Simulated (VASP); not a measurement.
# CaO (Pm-3m) in VASP: a series of runs, part 2 of 2

VASP 6.6.1. Earlier steps stand in the parts before.

## Step 4: Relaxation of cell and atoms, PBE, target pressure 50 GPa, at which the enthalpy is minimised

This run uses another cell than the first one, of 9.76 Å³/atom, 0.796 times its volume.

INCAR

```
SYSTEM = CaO
PREC = Accurate
ENCUT = 520
EDIFF = 1E-7
ISMEAR = 0
SIGMA = 0.1
LREAL = .False.
LASPH = .True.
NELM = 100
ALGO = Fast
ISIF = 3
LWAVE = .False.
LCHARG = .False.
GGA = PE
IBRION = 2
NSW = 80
EDIFFG = -0.002
PSTRESS = 500.0
```

KPOINTS

```
Automatic mesh
0
Gamma
  8 8 8
  0 0 0
```

POSCAR

```
CaO                                     
1.0
    2.6925513919     -0.0000000000      0.0000000000
   -0.0000000000      2.6925513919      0.0000000000
    0.0000000000      0.0000000000      2.6925513919
  Ca              O             
     1     1
Direct
     0.0000000000000000    0.0000000000000000    0.0000000000000000
     0.5000000000000000    0.5000000000000000    0.5000000000000000
```

Potentials or basis: VASP PAW PBE potentials, release 64 (Ca_sv, O).

Launch:

```bash
$ cat potpaw_PBE.64/Ca_sv/POTCAR potpaw_PBE.64/O/POTCAR > POTCAR
$ mpirun -np 1 vasp_std > vasp.out
```

OUTCAR:

```text
SYSTEM = CaO
   PREC = Accurate
   ENCUT = 520
   EDIFF = 1E-7
   ISMEAR = 0
   LREAL = .False.
   LASPH = .True.
   NELM = 100
   ISIF = 3
   GGA = PE
   IBRION = 2
   NSW = 80
   EDIFFG = -0.002
   PSTRESS = 500.0

 ion  position               nearest neighbor table
   1  0.000  0.000  0.000-   2 2.33   2 2.33   2 2.33   2 2.33   2 2.33   2 2.33   2 2.33   2 2.33

   2  0.500  0.500  0.500-   1 2.33   1 2.33   1 2.33   1 2.33   1 2.33   1 2.33   1 2.33   1 2.33

  LATTYP: Found a simple cubic cell.
 ALAT       =     2.6925513919

  Lattice vectors:

 A1 = (   2.6925513919,   0.0000000000,   0.0000000000)
 A2 = (   0.0000000000,   2.6925513919,   0.0000000000)
 A3 = (   0.0000000000,   0.0000000000,   2.6925513919)

Analysis of symmetry for initial positions (statically):
=====================================================================
 Subroutine PRICEL returns:
 Original cell was already a primitive cell.

 Routine SETGRP: Setting up the symmetry group for a
 simple cubic supercell.

 Subroutine GETGRP returns: Found 48 space group operations
 (whereof 48 operations were pure point group operations)
 out of a pool of 48 trial point group operations.

[... 182 lines left out ...]
      9       8.4959      0.00000
     10       8.4959      0.00000
     11      14.3609      0.00000
     12      15.7722      0.00000
[... 331 lines left out ...]
 k-point    24 :       0.5000    0.3750    0.1250
  band No.  band energies     occupation
      1     -32.2535      2.00000
      2     -14.7992      2.00000
      3     -14.3206      2.00000
      4     -12.7689      2.00000
      5     -10.0879      2.00000
      6       3.1191      2.00000
      7       3.3630      2.00000
      8       5.0945      2.00000
      9      11.2436      0.00000
     10      12.4280      0.00000
     11      13.7997      0.00000
     12      14.1152      0.00000

 [... further k-points ...]

------------------------ aborting loop because EDIFF is reached ----------------------------------------

  FORCE on cell =-STRESS in cart. coord.  units (eV):
  Direction    XX          YY          ZZ          XY          YZ          ZX
  --------------------------------------------------------------------------------------
  -------------------------------------------------------------------------------------
  Total        6.0929558      6.0929558      6.0929558      0.0000000      0.0000000      0.0000000
  in kB      500.0881979    500.0881979    500.0881979      0.0000000      0.0000000      0.0000000
  external PRESSURE =       0.0881979 kB  Pullay stress =     500.0000000 kB

 VOLUME and BASIS-vectors are now :
 -----------------------------------------------------------------------------
  energy-cutoff  :      520.00
  volume of cell :       19.52
      direct lattice vectors                 reciprocal lattice vectors
     2.692551392  0.000000000  0.000000000     0.371394954  0.000000000  0.000000000
     0.000000000  2.692551392  0.000000000     0.000000000  0.371394954  0.000000000
     0.000000000  0.000000000  2.692551392     0.000000000  0.000000000  0.371394954

 POSITION                                       TOTAL-FORCE (eV/Angst)
 -----------------------------------------------------------------------------------
      0.00000      0.00000      0.00000         0.000000      0.000000      0.000000
      1.34628      1.34628      1.34628         0.000000      0.000000      0.000000
 -----------------------------------------------------------------------------------
    total drift:                                0.000000      0.000000      0.000000

  FREE ENERGIE OF THE ION-ELECTRON SYSTEM (eV)
  ---------------------------------------------------
  free  energy   TOTEN  =       -11.0939404312 eV

  energy  without entropy=      -11.0939404312  energy(sigma->0) =      -11.09394043

  enthalpy is  TOTEN    =        -5.0020592254 eV   P V=        6.0918812058

 reached required accuracy - stopping structural energy minimisation
```

OSZICAR:

```text
N       E                     dE             d eps       ncg     rms          rms(c)
DAV:   1     0.134248076055E+03    0.13425E+03   -0.89989E+03   840   0.144E+03
DAV:   2    -0.740404279518E+01   -0.14165E+03   -0.13363E+03   968   0.363E+02
DAV:   3    -0.126581442766E+02   -0.52541E+01   -0.52195E+01   956   0.734E+01
[... 15 lines left out ...]
RMM:  19    -0.110939394728E+02   -0.92409E-06   -0.77906E-06   905   0.142E-02    0.258E-03
RMM:  20    -0.110939400264E+02   -0.55357E-06   -0.32384E-06   820   0.101E-02    0.110E-03
RMM:  21    -0.110939402406E+02   -0.21422E-06   -0.16359E-06   769   0.706E-03    0.850E-04
RMM:  22    -0.110939404046E+02   -0.16394E-06   -0.81891E-07   745   0.559E-03    0.168E-04
RMM:  23    -0.110939404312E+02   -0.26602E-07   -0.42526E-07   635   0.372E-03
   1 F= -.50020592E+01 E0= -.50020592E+01  d E =-.500206E+01
```

Wall time 8.2 s (1 thread of Intel Xeon Platinum 8488C (Sapphire Rapids), shared host); peak memory 0.12 GiB.

What came out:

* Free energy: -11.0939 eV
* Pressure after relaxing: 50.0 GPa
* Band gap on the k mesh: 2.56 eV, indirect (least direct gap 2.78 eV)

Final structure:
```
Ca O
1.0
     2.69255    0.00000    0.00000
     0.00000    2.69255    0.00000
     0.00000    0.00000    2.69255
Ca O
1 1
Direct
  0.00000 0.00000 0.00000
  0.50000 0.50000 0.50000
```

Levels at points of the mesh, in eV from the valence-band top:
```
           k point  band 6  band 7  band 8  band 9  band 10  band 11
(0.00, 0.00, 0.00)   -0.22   -0.22   -0.22    2.56     2.56     8.42
(0.50, 0.00, 0.00)   -4.47   -1.12   -1.12    3.87     8.68     9.65
(0.50, 0.50, 0.00)   -2.24   -2.24    0.00    4.40     5.61     7.35
(0.50, 0.50, 0.50)   -4.57   -4.57   -4.57    9.60     9.60     9.60
```

Caveat: the relaxation stopped at its first step, so nothing moved; the cell is relaxed towards a set pressure, so the enthalpy falls and the energy may rise. Expect the measured gap to be larger: semilocal functionals such as PBE lack the derivative discontinuity.

## Step 5: Relaxation of cell and atoms, PBE, target pressure 30 GPa, at which the enthalpy is minimised

This run uses another cell than the first one, of 9.76 Å³/atom, 0.796 times its volume.

INCAR: that of step 4 with these lines changed.

```diff
@@ -17,2 +17,2 @@
 EDIFFG = -0.002
-PSTRESS = 500.0
+PSTRESS = 300.0
```

KPOINTS is that of step 4.

POSCAR: that of step 4 with these lines changed.

```diff
@@ -2,4 +2,4 @@
 1.0
-    2.6925513919     -0.0000000000      0.0000000000
-   -0.0000000000      2.6925513919      0.0000000000
+    2.6925513919      0.0000000000      0.0000000000
+    0.0000000000      2.6925513919      0.0000000000
     0.0000000000      0.0000000000      2.6925513919
```

Launch:

```bash
$ cat potpaw_PBE.64/Ca_sv/POTCAR potpaw_PBE.64/O/POTCAR > POTCAR
$ mpirun -np 1 vasp_std > vasp.out
```

It took 27 s on 1 thread of Intel Xeon Platinum 8488C (Sapphire Rapids), shared host; peak memory 0.14 GiB.

The run converged. Its results:

```yaml
Free_energy: -11.4736 eV
Relaxed_volume: 10.53 Å³/atom
Relaxed_cell: a = 2.762 Å, b = 2.762 Å, c = 2.762 Å, α = 90.00°, β = 90.00°, γ = 90.00°
Space_group_after_relaxing_to_0.05_Å: Pm-3m (No. 221)
Energy_change_on_relaxing_the_enthalpy_is_what_falls: -189.8 meV/atom
Ionic_steps: 4
Pressure_after_relaxing: 30.0 GPa
Band_gap_on_the_k_mesh: 2.65 eV, indirect (least direct gap 2.91 eV)
```

Step by step:
```csv
step,energy change (eV),largest force (eV/Å),pressure (GPa),volume (Å³)
1,0.0000,0.0000,50.01,19.52
2,-0.6433,0.0000,11.44,23.17
3,-0.3857,0.0000,29.65,21.10
4,-0.3797,0.0000,30.00,21.06
```

Final structure:
```
CELL_PARAMETERS angstrom
2.76169 0.00000 0.00000
0.00000 2.76169 0.00000
0.00000 0.00000 2.76169
ATOMIC_POSITIONS crystal
Ca 0.00000 0.00000 0.00000
O 0.50000 0.50000 0.50000
```

Levels at points of the mesh, in eV from the valence-band top:
| k point | band 5 | band 6 | band 7 | band 8 | band 9 | band 10 | band 11 | band 12 |
| --- | --- | --- | --- | --- | --- | --- | --- | --- |
| (0.00, 0.00, 0.00) | -16.91 | -0.26 | -0.26 | -0.26 | 2.65 | 2.65 | 7.17 | 9.35 |
| (0.50, 0.00, 0.00) | -15.03 | -4.25 | -1.00 | -1.00 | 3.85 | 8.15 | 9.12 | 9.12 |
| (0.50, 0.50, 0.00) | -16.15 | -2.22 | -2.22 | 0.00 | 4.23 | 5.30 | 7.10 | 7.10 |
| (0.50, 0.50, 0.50) | -15.38 | -4.16 | -4.16 | -4.16 | 9.01 | 9.01 | 9.01 | 11.24 |

Caveat: the cell is relaxed towards a set pressure, so the enthalpy falls and the energy may rise.

## Step 6: Relaxation of cell and atoms, PBE, target pressure 30 GPa, at which the enthalpy is minimised

This run uses another cell than the first one, of 10.53 Å³/atom, 0.859 times its volume.

INCAR is that of step 5.

KPOINTS is that of step 5.

POSCAR

```
CaO                                     
1.0
    2.7616940301      0.0000000000      0.0000000000
    0.0000000000      2.7616940301      0.0000000000
    0.0000000000      0.0000000000      2.7616940301
  Ca              O             
     1     1
Direct
     0.0000000000000000    0.0000000000000000    0.0000000000000000
     0.5000000000000000    0.5000000000000000    0.5000000000000000
```

Potentials or basis: VASP PAW PBE potentials, release 64 (Ca_sv, O).

Launch:

```bash
$ cat potpaw_PBE.64/Ca_sv/POTCAR potpaw_PBE.64/O/POTCAR > POTCAR
$ mpirun -np 1 vasp_std > vasp.out
```

Run time: 16 s. Hardware: 1 thread of Intel Xeon Platinum 8488C (Sapphire Rapids), shared host; peak memory 0.14 GiB.

The run converged. Its results:

| Property | Result |
| --- | --- |
| Free energy | -11.4783 eV |
| Relaxed volume | 10.54 Å³/atom |
| Relaxed cell | a = 2.762 Å, b = 2.762 Å, c = 2.762 Å, α = 90.00°, β = 90.00°, γ = 90.00° |
| Space group after relaxing (to 0.05 Å) | Pm-3m (No. 221) |
| Energy change on relaxing (the enthalpy is what falls) | -0.9 meV/atom |
| Ionic steps | 3 |
| Pressure after relaxing | 30.0 GPa |
| Band gap on the k mesh | 2.65 eV, indirect (least direct gap 2.92 eV) |

The path:
| step | energy change (eV) | largest force (eV/Å) | pressure (GPa) | volume (Å³) |
| --- | --- | --- | --- | --- |
| 1 | 0.0000 | 0.0000 | 30.11 | 21.06 |
| 2 | -0.0042 | 0.0000 | 29.87 | 21.09 |
| 3 | -0.0019 | 0.0000 | 30.00 | 21.07 |

Final structure:
```
Ca O
1.0
     2.76214    0.00000    0.00000
     0.00000    2.76214    0.00000
     0.00000    0.00000    2.76214
Ca O
1 1
Direct
  0.00000 0.00000 0.00000
  0.50000 0.50000 0.50000
```

Levels at points of the mesh, in eV from the valence-band top:
```
           k point  band 6  band 7  band 8  band 9  band 10  band 11
(0.00, 0.00, 0.00)   -0.26   -0.26   -0.26    2.65     2.65     7.17
(0.50, 0.00, 0.00)   -4.24   -1.00   -1.00    3.85     8.15     9.12
(0.50, 0.50, 0.00)   -2.22   -2.22    0.00    4.22     5.29     7.10
(0.50, 0.50, 0.50)   -4.15   -4.15   -4.15    9.01     9.01     9.01
```

Caveat: the cell is relaxed towards a set pressure, so the enthalpy falls and the energy may rise.
